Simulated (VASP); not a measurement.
# B (R-3m) in VASP: further runs, part 2 of 2

VASP 6.6.1.

## (4) Relaxation of cell and atoms, PBEsol

This run uses another cell than the first one, of 7.16 Å³/atom, 0.988 times its volume.

The input, INCAR:

```
SYSTEM = B
PREC     = Accurate       ! precision mode
ENCUT    = 600            ! plane-wave cutoff, eV
EDIFF    = 1E-7           ! SCF threshold, eV
ISMEAR   = 0              ! smearing method
SIGMA    = 0.03           ! smearing width, eV
LREAL    = .False.        ! projectors in reciprocal space
LASPH    = .True.         ! aspherical terms in the spheres
NELM     = 80             ! most SCF steps
ALGO     = Normal         ! electronic algorithm
ISIF     = 3              ! what is computed and relaxed
LWAVE    = .False.        ! write WAVECAR
LCHARG   = .False.        ! write CHGCAR
GGA      = PS             ! functional
IBRION   = 2              ! ionic algorithm
NSW      = 90             ! ionic steps
EDIFFG   = -0.005         ! ionic threshold
KPAR     = 4
```

The input, KPOINTS:

```
Automatic mesh
0
Gamma
  9 9 8
  0 0 0
```

The input, POSCAR:

```
B                                       
1.0
    2.4390726839      1.4081992706      4.1681552675
   -2.4390726839      1.4081992706      4.1681552675
    0.0000000000     -2.8163985412      4.1681552675
  B             
    12
Direct
     0.0106404657330498    0.6537323584295935    0.0106404657330497
     0.0106404657330497    0.0106404657330497    0.6537323584295937
     0.6537323584295935    0.0106404657330498    0.0106404657330497
     0.9893595342669502    0.3462676415704066    0.9893595342669503
     0.3462676415704066    0.9893595342669502    0.9893595342669503
     0.9893595342669503    0.9893595342669503    0.3462676415704064
     0.2216902830128562    0.6296557728611760    0.2216902830128561
     0.2216902830128561    0.2216902830128561    0.6296557728611761
     0.6296557728611760    0.2216902830128562    0.2216902830128561
     0.7783097169871438    0.3703442271388238    0.7783097169871439
     0.3703442271388238    0.7783097169871438    0.7783097169871439
     0.7783097169871439    0.7783097169871439    0.3703442271388238
```

On the command line:

```bash
$ cat potpaw_PBE.64/B/POTCAR > POTCAR
$ mpirun -np 4 vasp_std > vasp.out
```

It took 4.1 min on 4 MPI ranks of AMD EPYC 7R43 (Zen 3), shared host; peak memory 0.42 GiB.

It converged, with:

| Quantity | Value |
| --- | --- |
| Free energy | -84.4830 eV |
| Pressure after relaxing | 0.0 GPa |
| Band gap on the k mesh | 1.46 eV, indirect (least direct gap 1.67 eV) |

Final structure:
```cif
data_structure
_symmetry_space_group_name_H-M 'P 1'
_symmetry_Int_Tables_number 1
_cell_length_a 5.0305
_cell_length_b 5.0305
_cell_length_c 5.0305
_cell_angle_alpha 58.007
_cell_angle_beta 58.007
_cell_angle_gamma 58.007
_cell_volume 85.90
loop_
_atom_site_label
_atom_site_type_symbol
_atom_site_fract_x
_atom_site_fract_y
_atom_site_fract_z
_atom_site_occupancy
B1 B 0.01064 0.65373 0.01064 1
B2 B 0.01064 0.01064 0.65373 1
B3 B 0.65373 0.01064 0.01064 1
B4 B 0.98936 0.34627 0.98936 1
B5 B 0.34627 0.98936 0.98936 1
B6 B 0.98936 0.98936 0.34627 1
B7 B 0.22169 0.62966 0.22169 1
B8 B 0.22169 0.22169 0.62966 1
B9 B 0.62966 0.22169 0.22169 1
B10 B 0.77831 0.37034 0.77831 1
B11 B 0.37034 0.77831 0.77831 1
B12 B 0.77831 0.77831 0.37034 1
```

Levels at points of the mesh, in eV from the valence-band top:
```csv
k point,band 15,band 16,band 17,band 18,band 19,band 20,band 21,band 22
"(0.00, 0.00, 0.00)",-1.36,-0.73,-0.73,-0.23,1.46,4.66,4.66,4.81
"(0.00, 0.00, 0.50)",-2.68,-1.84,-1.63,-0.47,1.99,3.31,3.67,4.99
```

Caveat: the relaxation stopped at its first step, so nothing moved; the PAW data sets were made with another functional, which shifts forces and pressure a little; an odd mesh through Γ misses points on the zone boundary, where band edges often lie. A hybrid or GW would open this gap; PBEsol tends to underestimate it.

## (5) Relaxation of cell and atoms, LDA

This run uses another cell than the first one, of 7.32 Å³/atom, 1.011 times its volume.

The input, INCAR:

```
SYSTEM = B
  ALGO = Normal
  EDIFF = 1E-6
  EDIFFG = -0.01
  ENCUT = 600
  IBRION = 2
  ISIF = 3
  ISMEAR = 0
  KPAR = 4
  LASPH = .True.
  LCHARG = .False.
  LREAL = .False.
  LWAVE = .False.
  NELM = 80
  NSW = 90
  PREC = Accurate
  SIGMA = 0.03
```

The input, KPOINTS:

```
k-points
0
Gamma
  9 9 8
  0 0 0
```

The input, POSCAR:

```
B
1.0
    2.4589500000      1.4196754444      4.1935000000
   -2.4589500000      1.4196754444      4.1935000000
    0.0000000000     -2.8393508888      4.1935000000
B
12
Direct
    0.0101900000      0.6536100000      0.0101900000
    0.0101900000      0.0101900000      0.6536100000
    0.6536100000      0.0101900000      0.0101900000
    0.9898100000      0.3463900000      0.9898100000
    0.3463900000      0.9898100000      0.9898100000
    0.9898100000      0.9898100000      0.3463900000
    0.2211800000      0.6306000000      0.2211800000
    0.2211800000      0.2211800000      0.6306000000
    0.6306000000      0.2211800000      0.2211800000
    0.7788200000      0.3694000000      0.7788200000
    0.3694000000      0.7788200000      0.7788200000
    0.7788200000      0.7788200000      0.3694000000
```

Potentials or basis: VASP PAW LDA potentials, release 64 (B).

On the command line:

```bash
$ cat potpaw_LDA.64/B/POTCAR > POTCAR
$ mpirun -np 4 vasp_std > vasp.out
```

OUTCAR:

```text
SYSTEM = B
   EDIFF = 1E-6
   EDIFFG = -0.01
   ENCUT = 600
   IBRION = 2
   ISIF = 3
   ISMEAR = 0
   LASPH = .True.
   LREAL = .False.
   NELM = 80
   NSW = 90
   PREC = Accurate

 ion  position               nearest neighbor table
   1  0.010  0.654  0.010-   4 1.67   2 1.75   3 1.75   7 1.80  11 1.81  12 1.81
   2  0.010  0.010  0.654-   6 1.67   3 1.75   1 1.75   8 1.80  10 1.81  11 1.81
   3  0.654  0.010  0.010-   5 1.67   2 1.75   1 1.75   9 1.80  10 1.81  12 1.81
   4  0.990  0.346  0.990-   1 1.67   6 1.75   5 1.75  10 1.80   9 1.81   8 1.81
   5  0.346  0.990  0.990-   3 1.67   6 1.75   4 1.75  11 1.80   7 1.81   8 1.81
   6  0.990  0.990  0.346-   2 1.67   4 1.75   5 1.75  12 1.80   9 1.81   7 1.81
   7  0.221  0.631  0.221-  11 1.79  12 1.79   1 1.80   5 1.81   6 1.81   8 2.01   9 2.01
   8  0.221  0.221  0.631-  10 1.79  11 1.79   2 1.80   4 1.81   5 1.81   7 2.01   9 2.01
   9  0.631  0.221  0.221-  10 1.79  12 1.79   3 1.80   4 1.81   6 1.81   8 2.01   7 2.01
  10  0.779  0.369  0.779-   9 1.79   8 1.79   4 1.80   3 1.81   2 1.81  12 2.01  11 2.01
  11  0.369  0.779  0.779-   7 1.79   8 1.79   5 1.80   1 1.81   2 1.81  12 2.01  10 2.01
  12  0.779  0.779  0.369-   7 1.79   9 1.79   6 1.80   3 1.81   1 1.81  10 2.01  11 2.01

  LATTYP: Found a trigonal (rhomboedric) cell.
 ALAT       =     5.0643218421
 COS(alpha) =     0.5284944640

  Lattice vectors:

 A1 = (   2.4589500000,   1.4196754444,   4.1935000000)
 A2 = (  -2.4589500000,   1.4196754444,   4.1935000000)
 A3 = (   0.0000000000,  -2.8393508888,   4.1935000000)

Analysis of symmetry for initial positions (statically):
=====================================================================
 Subroutine PRICEL returns:
 Original cell was already a primitive cell.

 Routine SETGRP: Setting up the symmetry group for a
 trigonal (rhombohedral) supercell.

 Subroutine GETGRP returns: Found 12 space group operations
 (whereof 12 operations were pure point group operations)
 out of a pool of 12 trial point group operations.

The static configuration has the point symmetry D_3d.

[... 179 lines left out ...]
   GGA     = CA    functional components
   LHFCALC =     F    Hartree Fock is set to
   AEXX    =    0.0000 exact exchange contribution
   IVDW    =     0    specifies the selected vdW correction
   LEPSILON=     F    determine dielectric tensor
   LRPA    =     F    only Hartree local field effects (RPA)
 conjugate gradient relaxation of ions
 non-spin polarized calculation
 Gauss-broadening in eV      SIGMA  =   0.03
  energy-cutoff  :      600.00
  volume of cell :       87.83
 maximum number of plane-waves:      2952
   NGX = 21   NGY = 21   NGZ = 21

--------------------------------------- Ionic step        1  -------------------------------------------

 number of electron      36.0000000 magnetization

 Free energy of the ion-electron system (eV)
  ---------------------------------------------------
  ext. energy  EPLUGINS =         0.00000000
  ---------------------------------------------------
  free energy    TOTEN  =       -89.48903286 eV

  energy without entropy =      -89.48903286  energy(sigma->0) =      -89.48903286

------------------------ aborting loop because EDIFF is reached ----------------------------------------

  FORCE on cell =-STRESS in cart. coord.  units (eV):
  Direction    XX          YY          ZZ          XY          YZ          ZX
  --------------------------------------------------------------------------------------
  -------------------------------------------------------------------------------------
  Total       -5.7982228     -5.7982228     -5.5996237      0.0000000      0.0000000      0.0000000
  in kB     -105.7642315   -105.7642315   -102.1416234      0.0000000      0.0000000      0.0000000
  external PRESSURE =    -104.5566954 kB  Pullay stress =       0.0000000 kB
[... 309 lines left out ...]
--------------------------------------- Ionic step        8  -------------------------------------------

 number of electron      36.0000000 magnetization

 Free energy of the ion-electron system (eV)
  ---------------------------------------------------
  ext. energy  EPLUGINS =         0.00000000
  ---------------------------------------------------
  free energy    TOTEN  =       -89.62284900 eV

  energy without entropy =      -89.62284900  energy(sigma->0) =      -89.62284900

 E-fermi :   6.3160     XC(G=0): -11.8333

 val. band max:        6.1940656219   @ k =   0.4444   0.4444   0.5000
 cond. band min:       7.6970651988   @ k =   0.0000   0.0000   0.0000
 fundamental gap:      1.5029995769
 Fermi energy:         6.3159543171

 k-point     1 :       0.0000    0.0000    0.0000
  band No.  band energies     occupation
      1      -9.9987      2.00000
      2      -4.1352      2.00000
      3      -3.8833      2.00000
      4      -3.8833      2.00000
      5      -2.9873      2.00000
      6      -2.2625      2.00000
[... 661 lines left out ...]
     24      11.9401      0.00000
     25      12.3180      0.00000

 [... further k-points ...]
[... 5 lines left out ...]
  --------------------------------------------------------------------------------------
  -------------------------------------------------------------------------------------
  Total       -0.0230653     -0.0230653      0.0362877      0.0000000     -0.0000000      0.0000000
  in kB       -0.4402462     -0.4402462      0.6926214      0.0000000     -0.0000000      0.0000000
  external PRESSURE =      -0.0626237 kB  Pullay stress =       0.0000000 kB
[... 27 lines left out ...]
  FREE ENERGIE OF THE ION-ELECTRON SYSTEM (eV)
  ---------------------------------------------------
  free  energy   TOTEN  =       -89.6228490004 eV

  energy  without entropy=      -89.6228490004  energy(sigma->0) =      -89.62284900

 reached required accuracy - stopping structural energy minimisation
```

CONTCAR:

```text
B
   1.00000000000000
     2.4215531739078067    1.3980843767899178    4.1323294171284992
    -2.4215531739078067    1.3980843767899178    4.1323294171284992
     0.0000000000000000   -2.7961687535798356    4.1323294171284992
  B
    12
Direct
     0.0104686129705694    0.6542609722495673    0.0104686129705686
     0.0104686129705686    0.0104686129705686    0.6542609722495680
     0.6542609722495673    0.0104686129705694    0.0104686129705686
     0.9895313870294307    0.3457390277504327    0.9895313870294313
     0.3457390277504327    0.9895313870294307    0.9895313870294313
     0.9895313870294313    0.9895313870294313    0.3457390277504320
     0.2215197855513668    0.6299575818044347    0.2215197855513660
     0.2215197855513660    0.2215197855513660    0.6299575818044356
     0.6299575818044347    0.2215197855513668    0.2215197855513660
     0.7784802144486332    0.3700424181955654    0.7784802144486339
     0.3700424181955654    0.7784802144486332    0.7784802144486339
     0.7784802144486339    0.7784802144486339    0.3700424181955646

  0.00000000E+00  0.00000000E+00  0.00000000E+00
  0.00000000E+00  0.00000000E+00  0.00000000E+00
  0.00000000E+00  0.00000000E+00  0.00000000E+00
  0.00000000E+00  0.00000000E+00  0.00000000E+00
  0.00000000E+00  0.00000000E+00  0.00000000E+00
  0.00000000E+00  0.00000000E+00  0.00000000E+00
  0.00000000E+00  0.00000000E+00  0.00000000E+00
  0.00000000E+00  0.00000000E+00  0.00000000E+00
  0.00000000E+00  0.00000000E+00  0.00000000E+00
  0.00000000E+00  0.00000000E+00  0.00000000E+00
  0.00000000E+00  0.00000000E+00  0.00000000E+00
  0.00000000E+00  0.00000000E+00  0.00000000E+00
```

It took 3.6 min on 4 MPI ranks of Intel Xeon 6975P-C (Granite Rapids), shared host; peak memory 0.43 GiB.

What came out:

* Free energy: -89.6228 eV
* Relaxed volume: 7.00 Å³/atom
* Relaxed cell: a = 4.989 Å, b = 4.989 Å, c = 4.989 Å, α = 58.07°, β = 58.07°, γ = 58.07°
* Space group after relaxing (to 0.05 Å): R-3m (No. 166)
* Energy gained by relaxing: 11.2 meV/atom
* Ionic steps: 8
* Pressure after relaxing: 0.0 GPa
* Band gap on the k mesh: 1.50 eV, indirect (least direct gap 1.72 eV)

Forces on the atoms (eV/Å):
```
B    0.000  0.000  0.000
B    0.000  0.000  0.000
B    0.000  0.000  0.000
B    0.000  0.000  0.000
B    0.000  0.000  0.000
B    0.000  0.000  0.000
B    0.000  0.000 -0.002
B    0.000  0.000 -0.002
B    0.000  0.000 -0.002
B    0.000  0.000  0.002
B    0.000  0.000  0.002
B    0.000  0.000  0.002
```

Step by step:
```csv
step,energy change (eV),largest force (eV/Å),pressure (GPa),volume (Å³)
1,0.0000,0.3404,-10.46,87.83
2,-0.0171,0.7982,8.66,81.90
3,-0.1220,0.2221,-1.13,84.68
4,-0.1295,0.2506,0.47,83.77
5,-0.1320,0.0962,-0.08,84.07
6,-0.1333,0.0617,0.07,83.88
7,-0.1337,0.0270,0.02,83.94
8,-0.1338,0.0022,-0.01,83.94
```

Final structure:
```
CELL_PARAMETERS angstrom
2.42155 1.39808 4.13233
-2.42155 1.39808 4.13233
0.00000 -2.79617 4.13233
ATOMIC_POSITIONS crystal
B 0.01047 0.65426 0.01047
B 0.01047 0.01047 0.65426
B 0.65426 0.01047 0.01047
B 0.98953 0.34574 0.98953
B 0.34574 0.98953 0.98953
B 0.98953 0.98953 0.34574
B 0.22152 0.62996 0.22152
B 0.22152 0.22152 0.62996
B 0.62996 0.22152 0.22152
B 0.77848 0.37004 0.77848
B 0.37004 0.77848 0.77848
B 0.77848 0.77848 0.37004
```

Caveat: an odd mesh through Γ misses points on the zone boundary, where band edges often lie. LDA usually gives volumes a few per cent too small.

## (6) Relaxation of cell and atoms, LDA

This run uses another cell than the first one, of 7.00 Å³/atom, 0.966 times its volume.

Edit INCAR of step 5 so:

```diff
@@ -2,4 +2,4 @@
   ALGO = Normal
-  EDIFF = 1E-6
-  EDIFFG = -0.01
+  EDIFF = 1E-7
+  EDIFFG = -0.005
   ENCUT = 600
```

KPOINTS is that of step 5.

The input, POSCAR:

```
B                                       
1.0
    2.4215531739      1.3980843768      4.1323294171
   -2.4215531739      1.3980843768      4.1323294171
    0.0000000000     -2.7961687536      4.1323294171
  B             
    12
Direct
     0.0104686129705694    0.6542609722495673    0.0104686129705686
     0.0104686129705686    0.0104686129705686    0.6542609722495680
     0.6542609722495673    0.0104686129705694    0.0104686129705686
     0.9895313870294307    0.3457390277504327    0.9895313870294313
     0.3457390277504327    0.9895313870294307    0.9895313870294313
     0.9895313870294313    0.9895313870294313    0.3457390277504320
     0.2215197855513668    0.6299575818044347    0.2215197855513660
     0.2215197855513660    0.2215197855513660    0.6299575818044356
     0.6299575818044347    0.2215197855513668    0.2215197855513660
     0.7784802144486332    0.3700424181955654    0.7784802144486339
     0.3700424181955654    0.7784802144486332    0.7784802144486339
     0.7784802144486339    0.7784802144486339    0.3700424181955646
```

Potentials or basis: VASP PAW LDA potentials, release 64 (B).

On the command line:

```bash
$ cat potpaw_LDA.64/B/POTCAR > POTCAR
$ mpirun -np 4 vasp_std > vasp.out
```

It took 61 s on 4 MPI ranks of Intel Xeon 6975P-C (Granite Rapids), shared host; peak memory 0.41 GiB.

The run converged. Its results:

| Item | Value |
| --- | --- |
| Free energy | -89.6196 eV |
| Pressure after relaxing | 0.0 GPa |
| Band gap on the k mesh | 1.50 eV, indirect (least direct gap 1.72 eV) |

Forces on the atoms (eV/Å):
```
B    0.000  0.000  0.001
B    0.000  0.000  0.001
B    0.000  0.000  0.001
B    0.000  0.000 -0.001
B    0.000  0.000 -0.001
B    0.000  0.000 -0.001
B   -0.001  0.001 -0.002
B    0.000 -0.002 -0.002
B    0.001  0.001 -0.002
B    0.001 -0.001  0.002
B   -0.001 -0.001  0.002
B    0.000  0.002  0.002
```

Stress tensor (GPa, compression positive):
```
-0.05  0.00  0.00
 0.00 -0.05  0.00
 0.00  0.00  0.05
```

Final structure:
```
CELL_PARAMETERS angstrom
2.42155 1.39808 4.13233
-2.42155 1.39808 4.13233
0.00000 -2.79617 4.13233
ATOMIC_POSITIONS crystal
B 0.01047 0.65426 0.01047
B 0.01047 0.01047 0.65426
B 0.65426 0.01047 0.01047
B 0.98953 0.34574 0.98953
B 0.34574 0.98953 0.98953
B 0.98953 0.98953 0.34574
B 0.22152 0.62996 0.22152
B 0.22152 0.22152 0.62996
B 0.62996 0.22152 0.22152
B 0.77848 0.37004 0.77848
B 0.37004 0.77848 0.77848
B 0.77848 0.77848 0.37004
```

Levels at points of the mesh, in eV from the valence-band top:
```
           k point  band 16  band 17  band 18  band 19  band 20  band 21
(0.00, 0.00, 0.00)    -0.66    -0.66    -0.23     1.50     4.79     4.79
(0.00, 0.00, 0.50)    -1.81    -1.62    -0.39     2.08     3.51     3.78
```

Caveat: the relaxation stopped at its first step, so nothing moved; an odd mesh through Γ misses points on the zone boundary, where band edges often lie.

## (7) Overview

```tsv
level	potentials or basis	gap on the mesh (eV)	pressure (GPa)
PBE	VASP PAW PBE potentials, release 64 (B)	1.56	0.0
PBEsol	VASP PAW PBE potentials, release 64 (B)	1.46	0.0
LDA	VASP PAW LDA potentials, release 64 (B)	1.50	0.0
```

Alike in all rows: task relaxation of cell and atoms; no spin polarisation; cell relaxed; k mesh 9 × 9 × 8; cutoff (eV) 600; smearing gaussian 0.03 eV.

Caveats: an odd mesh through Γ misses points on the zone boundary, where band edges often lie; the relaxation stopped at its first step, so nothing moved (some runs); the PAW data sets were made with another functional, which shifts forces and pressure a little (some runs).

Absolute energies hang on the potentials; compare differences alone.
